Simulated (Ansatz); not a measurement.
SiO2:

```
CELL_PARAMETERS angstrom
-2.83790 2.83790 5.66021
2.83790 -2.83790 5.66021
2.83790 2.83790 -5.66021
ATOMIC_POSITIONS crystal
Si 0.87500 0.26362 0.88862
Si 0.01362 0.62500 0.88862
Si 0.73638 0.12500 0.11138
Si 0.37500 0.98638 0.11138
O 0.63373 0.13373 0.50000
O 0.46788 0.96788 0.93575
O 0.03212 0.53212 0.06425
O 0.11627 0.11627 0.00000
O 0.88373 0.88373 0.00000
O 0.86627 0.36627 0.50000
O 0.28212 0.71788 0.00000
O 0.71788 0.28212 0.00000
```

The cell comes from a database or a generator and needn't be the stable form of this composition.

| Quantity | Value |
| --- | --- |
| Program | Ansatz 0.2.0 |
| Task | relaxation of cell and atoms |
| Functional | r2SCAN |
| Dispersion | rVV10 |
| Potentials or basis | Ansatz PAW |
| Cutoff | 500 eV (not typed: the program's choice for these potentials) |
| k mesh | 7 × 7 × 7 |
| Occupations | fermi-dirac, width 0.05 eV |
| Spin | no spin polarisation |

At the start: volume 15.20 Å³/atom.

**Question.** How do energy, volume and symmetry change on relaxing?

**Answer.** It ends after 6 steps and the volume is 14.59 Å³/atom (-4.0 %); space group I4_122 (No. 98, to 0.05 Å).

Step by step:
```tsv
step	energy change (eV)	largest force (eV/Å)	volume (Å³)
1	0.0000	0.4250	182.34
2	-0.0654	0.2302	179.13
3	-0.0923	0.0363	175.26
4	-0.0927	0.0305	175.02
5	-0.0929	0.0067	175.12
6	-0.0899	0.0068	175.12
```

Final structure:
```
CELL_PARAMETERS angstrom
-2.79344 2.79344 5.61046
2.79344 -2.79344 5.61046
2.79344 2.79344 -5.61046
ATOMIC_POSITIONS crystal
Si 0.87500 0.26650 0.89150
Si 0.01650 0.62500 0.89150
Si 0.73350 0.12500 0.10850
Si 0.37500 0.98350 0.10850
O 0.63502 0.13502 0.50000
O 0.46489 0.96489 0.92979
O 0.03511 0.53511 0.07021
O 0.11498 0.11498 0.00000
O 0.88502 0.88502 0.00000
O 0.86498 0.36498 0.50000
O 0.28511 0.71489 0.00000
O 0.71489 0.28511 0.00000
```

Caveat: the plane-wave basis is chosen anew once the cell has moved, so the energies of steps on either side of that aren't comparable; the PAW data sets come from PBE, with cores solved anew for the run's functional, which leaves a small shift of forces and pressure.
